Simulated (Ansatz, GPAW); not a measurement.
# BN in line between two Rh chains: relaxation, then transmission at several levels, part 2 of 4

Aim: the conductance of BN in line between two Rh chains after relaxation, and whether geometry, basis or functional moves it most.

GPAW 26.7.0 and Ansatz 0.2.0; Ansatz plane waves; relaxation of the junction with the lead ends held (the session's first sound run).

So far. Step 2 (Relaxation): The relaxation lowered the energy of the cell by 0.712 eV.

## 3. Plane-wave reference (PBE)

Plane waves give the reference curve, free of the bias of atom-centred orbitals.

This step: Ansatz plane waves; Landauer transmission by layers, zero bias (Ansatz 0.2.0).

input.yaml

```yaml
crystal:
  lattice:
    - [9.0, 0.0, 0.0]
    - [0.0, 9.0, 0.0]
    - [0.0, 0.0, 39.425]
  atoms:
    - { symbol: Rh, position: [0.5, 0.5, 0.0291693088] }
    - { symbol: Rh, position: [0.5, 0.5, 0.0875079264] }
    - { symbol: Rh, position: [0.5, 0.5, 0.1458465441] }
    - { symbol: Rh, position: [0.5, 0.5, 0.2041851617] }
    - { symbol: Rh, position: [0.5, 0.5, 0.2625237793] }
    - { symbol: Rh, position: [0.5, 0.5, 0.320862397] }
    - { symbol: Rh, position: [0.5115737717, 0.4731840133, 0.3785494611] }
    - { symbol: Rh, position: [0.4697080551, 0.5854930306, 0.4330587367] }
    - { symbol: B, position: [0.4973199424, 0.5134242475, 0.4799468203] }
    - { symbol: "N", position: [0.5030454737, 0.499304807, 0.5137279869] }
    - { symbol: Rh, position: [0.5027327191, 0.4980535655, 0.5615469276] }
    - { symbol: Rh, position: [0.50622101, 0.4995287766, 0.6181893586] }
    - { symbol: Rh, position: [0.5, 0.5, 0.679137603] }
    - { symbol: Rh, position: [0.5, 0.5, 0.7374762207] }
    - { symbol: Rh, position: [0.5, 0.5, 0.7958148383] }
    - { symbol: Rh, position: [0.5, 0.5, 0.8541534559] }
    - { symbol: Rh, position: [0.5, 0.5, 0.9124920736] }
    - { symbol: Rh, position: [0.5, 0.5, 0.9708306912] }
kpoints:
  mp_grid: { grid: [1, 1, 2] }
hamiltonian:
  xc: pbe
scf:
  occupations: { method: fermi_dirac, width: 0.1 }
output:
  transmission:
    leads: [[0, 1]]
    e_range: [-2, 2]
    de: 0.025
    kmesh: [1, 1]
    reduced_basis: true
  write_potential: true
  write_density: true
  volumetric_format: npy
  elf: true
```

Run with:

```
ansatz run input.yaml --threads 4 --pin off --max-ram 8192MiB --backend cpu --events-out ev --progress --plain --runs-dir out
```

Numbers of over 12 decimals in the logs are rounded to 6 here.

What it wrote:

```text
[...]
Crystal: 18 atoms, lattice volume = 3193.425 Å³
Basis set: ecut = 420 eV, 62359 PW (Γ)
Bands: 168, of which v1, the nominal top of the filled ones, is band 140 counted from 1 (139 counted from 0)
Symmetry: 1 space group operations
[...]
k-points: 2
[...]
SCF iter   1: F=—  HF=-102934.691970 eV  |F-HF|=—  |Δ(HF+E_count)|=         —  Δρ=2.07e-2  dr2=1.02e2  ethr=1.77e-3  ⟨swp⟩=6.0  Hψ=1260  notcnv=0  defer=1
[...]
SCF iter  13: F=-102933.565105 eV  HF=-102933.565105 eV  |F-HF|=1.18e-8  |Δ(HF+E_count)|=   4.83e-8  Δρ=8.04e-7  dr2=3.26e-8  ethr=3.57e-11  ⟨swp⟩=15.5  Hψ=929  notcnv=0
SCF 1 converged in 13 iterations: F = -102933.565105 eV  dr2 = 3.26e-8
[...]
transmission: 49 of 294 steps passed
transmission: 98 of 294 steps passed
[...]
transmission: 294 of 294 steps passed
WARN: The output density's exchange-correlation potential varies sharply where the density is thin. Do not read a vacuum level from v_tot or v_xc, or from such a field of the output density. On a cell that repeats whose density bears no net charge and no dipole along the vacuum's axis use v_es (v_loc + v_h of the components); under efield.dipole_correction with no amplitude use v_es + v_field, which holds any externa [...]
SCF converged after 13 iterations
Free energy (F): -102933.565105 eV
[...]
Internal energy: -102932.000313 eV  (E = F + TS)
E sigma→0 (E₀):  -102932.782709 eV
Entropy (-TS):   -1.564792 eV (-86.933 meV/atom)
Fermi energy:    -3.346400 eV
[...]
--- Band table (eV) ---
  k-point 0: bands = [... 136 lower, -3.4897, -3.4828, -3.4512, -3.4483, -3.3937, -3.3284, -3.2834, -3.2298, ... 24 higher]
  k-point 1: bands = [... 136 lower, -3.4917, -3.4795, -3.4520, -3.4487, -3.3871, -3.3078, -3.2500, -3.1891, ... 24 higher]
--- Transmission ---
  basis      : 717 plane waves across, 49 finite elements along
  points     : 1, standing for a mesh of 1 x 1
  filling    : by the input's occupations and mesh, since the crystals that have channels conduct as metals do. If one of these is a semiconductor, that mesh has misplaced its level
  energies   : 161 from -2.000000 to 2.000000 eV about the Fermi level, 0.025000 eV apart; the leads are filled to 0.000000 eV, and channels, transmission and decay are at 0.000000 eV
  crystal 0  : Rh1, at the sites [0, 1], period 2.3000 Å, over 27.60 Å; its Hamiltonian steps by up to 10.9 meV
    offset         : up to 0.0000 Å between an atom of the period and one for which it stands
    filled         : 72.4 meV over the level at which it is neutral
    channels       : 4.000000e0 a spin
    conductance    : 3.8812e14 S/m² at 300 K; may be off by some 0.0 % by where its bands' edges are placed, 14.7 % from the distance to neutral
  junction   : crystal 0 to crystal 0, 0.70 to 37.82 Å
    transmission   : 1.310682e0 a spin
    error estimate : 1.825571e-4 a spin from the reduction of the transverse basis, at the most 4.209460e-3 at -1.875000 eV
    conductance    : 1.2546e14 S/m² at 300 K (1.2551e14 on every other energy)
    error estimate : 0.0 % from the energy spacing and 0.0 % from band edges of the leads and from resonances (wavevectors taken as independent; lower de), 0.0 % from the reduction of the transverse basis, 2.4 % from the steps of its leads' Hamiltonians or their offsets (lay more layers), 7.2 % from the distance to neutral
    resistance     : 5.3940e-3 Ω µm² beyond half of each lead's own
```

Wall time 68 s (4 threads of Intel Xeon 6975P-C (Granite Rapids), shared host); peak memory 4.9 GiB.

The column dr2 measures how far the density is from self-consistency, as an energy; F and HF (Harris–Foulkes) agree once it is small.

Numbers from this step:

```
free energy                                             : -102933.5651 eV
lead level                                              : 0 eV from the Fermi level
transmission at the Fermi level (one spin)              : 1.311
open channels of the lead at the Fermi level (one spin) : 4
step of the potential along the lead                    : 10.9 meV
offset of the lead                                      : 0 Å
filling of the lead less its bulk value, in size        : 72.4 meV
conductance                                             : 1.312 G₀
```

One spin. Transmission, zone mean against energy, zero at the Fermi level:

energy (eV), transmission, zone mean and a bar:
```
   -2.000       1.39 ##########################
   -1.850       1.33 #########################
   -1.800       1.32 #########################
   -1.600       1.21 #######################
   -1.400       1.07 ####################
   -1.200       1.18 ######################
   -1.000       1.35 #########################
   -0.800       1.58 ##############################
   -0.600       1.31 ########################
   -0.400       1.11 #####################
   -0.200       1.31 #########################
   -0.100       1.50 ############################
    0.000       1.31 #########################
    0.200       1.08 ####################
    0.400       0.92 #################
    0.600       0.77 ##############
    0.800       0.57 ##########
    1.000       0.35 ######
    1.200       0.10 #
    1.400       0.08 
    1.600       0.08 
    1.800       0.07 
    2.000       0.07
```

One spin. Table of open channels, zone mean by energy, zero at the Fermi level:

energy (eV), open channels, zone mean and a bar from the least value:
```
   -2.000       3.00 ############
   -1.900       3.00 ############
   -1.800       3.00 ############
   -1.700       3.00 ############
   -1.600       3.00 ############
   -1.500       3.00 ############
   -1.400       3.00 ############
   -1.300       3.00 ############
   -1.200       5.00 ########################
   -1.100       5.00 ########################
   -1.000       5.00 ########################
   -0.900       5.00 ########################
   -0.800       6.00 ##############################
   -0.700       6.00 ##############################
   -0.600       6.00 ##############################
   -0.500       6.00 ##############################
   -0.400       6.00 ##############################
   -0.300       6.00 ##############################
   -0.200       6.00 ##############################
   -0.100       6.00 ##############################
    0.000       4.00 ##################
    0.100       4.00 ##################
    0.200       4.00 ##################
    0.300       4.00 ##################
    0.400       4.00 ##################
    0.500       4.00 ##################
    0.600       4.00 ##################
    0.700       4.00 ##################
    0.800       4.00 ##################
    0.900       4.00 ##################
    1.000       3.00 ############
    1.100       3.00 ############
    1.200       1.00 
    1.300       1.00 
    1.400       1.00 
    1.500       1.00 
    1.600       1.00 
    1.700       1.00 
    1.800       1.00 
    1.900       1.00 
    2.000       1.00
```

Crystal 0, spin -, k parallel (0, 0); distinct values, listed up to 1.5 1/Å. Im kz of the slowest decaying states against energy, zero at the Fermi level:

```
energy (eV)  decay 1 (Å⁻¹)  decay 2 (Å⁻¹)  decay 3 (Å⁻¹)  decay 4 (Å⁻¹)
    -2.0000          0.593          0.685          0.686           1.31
    -1.7500          0.522          0.570          0.571           1.29
    -1.5000          0.412          0.413          0.439           1.26
    -1.2500          0.336           1.23           1.23           1.28
    -1.0000          0.182           1.21           1.21           1.25
    -0.7500           1.18           1.22           1.33           1.47
    -0.5000           1.15           1.15           1.20           1.31
    -0.2500           1.13           1.13           1.17           1.28
     0.0000          0.227          0.227           1.10           1.10
     0.2500          0.423           1.07           1.07           1.11
     0.5000          0.537           1.04           1.04           1.08
     0.7500          0.620          0.620           1.01           1.05
     1.0000         0.0564          0.686          0.980           1.02
     1.2500         0.0646         0.0651          0.203          0.739
     1.5000          0.132          0.132          0.279          0.784
     1.7500          0.164          0.164          0.335          0.823
     2.0000          0.180          0.180          0.381          0.855
```

Crystal 0, spin -, k parallel (0, 0). Re kz of states that move upwards against energy, zero at the Fermi level:

```
energy (eV)  channel 1 (Å⁻¹)  channel 2 (Å⁻¹)  channel 3 (Å⁻¹)  channel 4 (Å⁻¹)  channel 5 (Å⁻¹)  channel 6 (Å⁻¹)
     -2.000           -0.720           -0.720            0.678                -                -                -
     -1.800           -0.678           -0.678            0.703                -                -                -
     -1.600           -0.638           -0.638            0.728                -                -                -
     -1.400           -0.598           -0.598            0.754                -                -                -
     -1.200           -0.560           -0.560            0.193            0.194            0.781                -
     -1.000           -0.522           -0.522            0.439            0.440            0.808                -
     -0.800           -0.485           -0.485            0.174            0.607            0.608            0.836
     -0.600           -0.448           -0.448            0.306            0.759            0.759            0.867
     -0.400           -0.411           -0.411            0.395            0.899            0.914            0.915
     -0.200           -0.374           -0.374            0.466            0.934             1.11             1.11
      0.000           -0.336           -0.336            0.526            0.972                -                -
      0.200           -0.298           -0.298            0.579             1.01                -                -
      0.400           -0.258           -0.258            0.626             1.06                -                -
      0.600           -0.215           -0.215            0.668             1.12                -                -
      0.800           -0.168           -0.168            0.706             1.20                -                -
      1.000           -0.112           -0.112            0.741                -                -                -
      1.200            0.773                -                -                -                -                -
      1.400            0.802                -                -                -                -                -
      1.600            0.830                -                -                -                -                -
      1.800            0.856                -                -                -                -                -
      2.000            0.881                -                -                -                -                -
```

The electrostatic potential energy of an electron (with the applied field's), less the Fermi level, planar mean oscillates, so the rows of the table below give means over windows of 2.34 Å about each position, cut where the curve ends. Its first 14 maxima inside the range that stand out by 2 % of the span (Å: eV): 2.3: 4.89, 4.7: 4.88, 6.9: 4.88, 9.2: 4.88, 11.5: 4.87, 13.7: 4.82, 16.1: 4.61, 18.1: 4.91, 19.6: 5.08, 20.9: 5.18, 23.2: 4.86, 25.6: 4.97, 27.9: 4.87, 30.2: 4.90. Its first 14 minima: 1.2: 2.93, 3.5: 2.93, 5.7: 2.93, 8.0: 2.91, 10.4: 2.92, 12.7: 2.90, 14.9: 2.83, 17.1: 2.89, 18.8: 4.27, 20.3: 4.57, 22.2: 3.00, 24.4: 2.93, 26.7: 2.95, 29.1: 2.90.

Table of electrostatic potential energy of an electron (with the applied field's), less the Fermi level, planar mean by z; means over each step:

z (Å), electrostatic potential energy of an electron (with the applied field's), less the Fermi level, planar mean (eV) and a bar from the least value:
```
     1.17       3.96 #######
     3.51       3.96 #######
     5.85       3.96 #######
     8.19       3.95 #######
    10.53       3.95 #######
    12.87       3.91 ######
    15.21       3.79 ##
    17.55       3.94 ######
    19.89       4.76 ##############################
    22.23       4.02 #########
    24.57       3.97 #######
    26.91       3.97 #######
    29.25       3.95 #######
    31.59       3.97 #######
    33.93       3.95 #######
    36.27       3.96 #######
    38.61       3.72
```

The valence density, planar mean oscillates, so the rows of the table below give means over windows of 2.34 Å about each position, cut where the curve ends. Its first 14 maxima inside the range that stand out by 2 % of the span (Å: e/Å³): 1.2: 0.202, 3.5: 0.200, 5.7: 0.200, 8.0: 0.202, 10.4: 0.203, 12.7: 0.201, 14.9: 0.201, 17.1: 0.199, 20.3: 0.0594, 22.2: 0.201, 24.4: 0.203, 26.7: 0.200, 29.1: 0.202, 31.4: 0.202. Its first 14 minima: 2.3: 0.0220, 4.5: 0.0223, 6.9: 0.0220, 9.2: 0.0218, 11.5: 0.0221, 13.7: 0.0232, 16.1: 0.0248, 19.0: 0.0202, 21.2: 0.0239, 23.2: 0.0240, 25.6: 0.0192, 27.9: 0.0217, 30.2: 0.0221, 32.6: 0.0220.

Valence density, planar mean against z; means over each step:

z (Å), valence density, planar mean (e/Å³) and a bar from the least value:
```
     1.17      0.090 ######################
     3.51      0.090 ######################
     5.85      0.090 ######################
     8.19      0.090 ######################
    10.53      0.090 ######################
    12.87      0.090 ######################
    15.21      0.092 #######################
    17.55      0.090 ######################
    19.89      0.038 
    22.23      0.090 ######################
    24.57      0.089 ######################
    26.91      0.090 ######################
    29.25      0.090 ######################
    31.59      0.090 ######################
    33.93      0.090 ######################
    36.27      0.090 ######################
    38.61      0.108 ##############################
```

Valence density in the cb plane at fractional x = 0.497, with atoms of Rh and B and N within 0.2 Å of it. It is the smooth field of the valence electrons, not physical close to the nuclei.

Ten steps, logarithmic in the rise over the least value, from '0' (0 e/Å³) to '9' (13 e/Å³), each cell a mean:
```
00000000000000000000000000000000000000000000
00000000000000000000000000000000000000000000
00000000000000000000000000000000000000000000
00000000000000000000000000000000000000000000
00000000000000000000000000000000000000000000
00000000000000000000000000000000000000000000
00000000000000000012210000000000000000000000
00000000000000001235532100000000000000000000
22211122211111111368863211111111122111122111
55432245532223322589974333333322455322355422
88753478863356653478874433456544688644688743
99864689974479974356654433567755899755799853
89853589974589984233323333566655799744799753
67642367653478873211111222345433577533577532
33321233322245542100000111122211233222233211
11110011111112211000000000000000111110111100
00000000000000000000000000000000000000000000
00000000000000000000000000000000000000000000
00000000000000000000000000000000000000000000
00000000000000000000000000000000000000000000
00000000000000000000000000000000000000000000
00000000000000000000000000000000000000000000
00000000000000000000000000000000000000000000
00000000000000000000000000000000000000000000
```
Columns run along c (16.0 Å, from fractional 0.25 to 0.66 of the cell), rows up along b (9.0 Å). Atoms in or near the plane, at fractional coordinates: Rh at (0.26, 0.50), Rh at (0.32, 0.50), Rh at (0.38, 0.47), B at (0.48, 0.51), N at (0.51, 0.50), Rh at (0.56, 0.50), Rh at (0.62, 0.50).

Electrostatic potential energy in the cb plane at fractional x = 0.497, with atoms of Rh and B and N within 0.2 Å of it. With pseudopotentials it is smooth inside the atoms' cores, unlike the true potential.

Values in eV, 13 rows by 16 columns, each cell a mean:
```
  2   2   2   2   2   2   2   2   2   2   2   2   2   2   2   2
  2   2   2   2   2   2   2   2   2   2   2   2   2   2   2   2
  2   2   2   2   2   1   1   1   1   2   2   2   2   2   2   2
  1   2   1   2   2   1  -2  -5   0   2   2   2   1   2   1   2
 -4  -1  -3  -1   0  -1 -24 -48  -5  -1   2   0  -3  -1  -4  -1
-51 -14 -44 -25 -16 -21 -36 -66 -21 -25 -21 -18 -47 -14 -49 -15
-76 -27 -69 -45 -50 -61 -12 -19 -25 -41 -56 -37 -74 -28 -75 -30
-32  -8 -28 -16 -32 -42  -2   1  -3  -5  -9 -11 -32  -8 -32  -9
 -1   0  -1   0  -3  -4   1   2   2   2   2   1  -1   0  -1   0
  2   2   2   2   1   1   2   2   2   2   2   2   2   2   2   2
  2   2   2   2   2   2   2   2   2   2   2   2   2   2   2   2
  2   2   2   2   2   2   2   2   2   2   2   2   2   2   2   2
  2   2   2   2   2   2   2   2   2   2   2   2   2   2   2   2
```
Columns run along c (16.0 Å, from fractional 0.25 to 0.66 of the cell; values clipped at the 3rd and 97th percentile), rows up along b (9.0 Å). Atoms in or near the plane, at fractional coordinates: Rh at (0.26, 0.50), Rh at (0.32, 0.50), Rh at (0.38, 0.47), B at (0.48, 0.51), N at (0.51, 0.50), Rh at (0.56, 0.50), Rh at (0.62, 0.50).

ELF in the cb plane at fractional x = 0.497, with atoms of Rh and B and N within 0.2 Å of it. It is the smooth field of the valence electrons, not physical close to the nuclei.

Ten even steps from '0' (0.00) to '9' (0.86), each cell a mean:
```
00000000000000000000000000000000000000000000
00000000000000000000000000000000000000000000
00000000000000000000000000000000000000000000
00000000000000000000000000000000000000000000
00000000000000111000000000000000000000000000
11110000000001111100000000000011111111111100
11111111111001222111110000001111111111111111
22111122222102454223322221111122221112222111
22222223223214787436655554212222222222222222
23454233333325888558657887424542224543223454
35787333565335787478249879537874246875325787
36888534788533565486049638648885358886336888
35887435888633333597269758548885247886335887
33665334787522323587578898426763235764323675
22332222455212222466556776313432222332222332
22222222222111111233333443112222222222222222
11111222221110000111111111001111211111221111
11111111111100000000000000000111111111111111
00000000110000000000000000000000000000000000
00000000000000000000000000000000000000000000
00000000000000000000000000000000000000000000
00000000000000000000000000000000000000000000
00000000000000000000000000000000000000000000
00000000000000000000000000000000000000000000
```
Columns run along c (16.0 Å, from fractional 0.29 to 0.70 of the cell), rows up along b (9.0 Å). Atoms in or near the plane, at fractional coordinates: Rh at (0.32, 0.50), Rh at (0.38, 0.47), B at (0.48, 0.51), N at (0.51, 0.50), Rh at (0.56, 0.50), Rh at (0.62, 0.50), Rh at (0.68, 0.50).

The largest of the program's own error estimates on the conductance is 7.2 %. T at the Fermi level is 1.31 of 4 open channels a spin.

(Part 2 of 4 ends here.)

[Logs are printed without paths, hosts, clocks, repeated set-up lines and the standing remarks that a program may print on its own settings, such as how far it seeks lower states.]

[Hosts, paths, dates, database ids (printed as entryN), source tags and the programs' standing remarks are cut or masked in the printed files.]
